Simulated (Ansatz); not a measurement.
**CdS: strain and displacement**

```yaml
crystal:
  lattice:
    - [4.13480, 0.00000, 0.00000]
    - [-2.06740, 3.58084, 0.00000]
    - [0.00000, 0.00000, 6.74900]
  atoms:
    - { symbol: Cd, position: [0.33333, 0.66667, 0.00000] }
    - { symbol: Cd, position: [0.66667, 0.33333, 0.50000] }
    - { symbol: S, position: [0.33333, 0.66667, 0.38500] }
    - { symbol: S, position: [0.66667, 0.33333, 0.88500] }
```

Atoms are numbered in the order listed.

The geometry is COD entry 9008862, unchecked; take it as a test cell. It differs from other determinations.

Theory: Ansatz 0.2.0, DFT, LDA, all-electron PAW with datasets made for the crystal, scalar-relativistic.

Settings: a Γ-centred 8×8×4 k mesh, Fermi–Dirac smearing of 0.02 eV, cutoff 260 eV (chosen by the program for this cell), no spin polarisation.

The unchanged cell is at -2.70 GPa.

Semilocal functionals give too small gaps.

x, y and z are the Cartesian axes of the cell as listed; fractional coordinates follow a strain, and an engineering shear is twice the off-diagonal strain component.

(1) With this change (equal xy, yz and zx engineering shear strains of -2 %), what becomes of the energy and stress and forces and gap?

(2) With this change (equal xy, yz and zx engineering shear strains of -1 %), what becomes of the energy and stress and forces and gap?

With equal xy, yz and zx engineering shear strains of +1 %: energy change under 1 meV/atom; stress change (xx, yy, zz, yz, xz, xy) 0.02, 0.01, 0.01, -0.24, -0.24, -0.41 GPa, compression positive; change of the force on S4 (0.097, 0.033, -0.002) eV/Å; gap on the k mesh 0.94 → 0.93 eV.

(3) With this change (equal xy, yz and zx engineering shear strains of +2 %), what becomes of the energy and stress and forces and gap?

## Answers

(1) Energy change +3 meV/atom; stress change (xx, yy, zz, yz, xz, xy) 0.06, 0.04, 0.02, 0.50, 0.50, 0.84 GPa, compression positive; change of the force on S4 (-0.213, -0.079, -0.009) eV/Å; gap on the k mesh 0.94 → 0.89 eV.

(2) Energy change under 1 meV/atom; stress change (xx, yy, zz, yz, xz, xy) 0.02, 0.01, 0.01, 0.25, 0.25, 0.42 GPa, compression positive; change of the force on S4 (-0.103, -0.037, -0.002) eV/Å; gap on the k mesh 0.94 → 0.92 eV.

(3) Energy change +3 meV/atom; stress change (xx, yy, zz, yz, xz, xy) 0.06, 0.04, 0.02, -0.48, -0.48, -0.82 GPa, compression positive; change of the force on S4 (0.189, 0.060, -0.009) eV/Å; gap on the k mesh 0.94 → 0.91 eV.
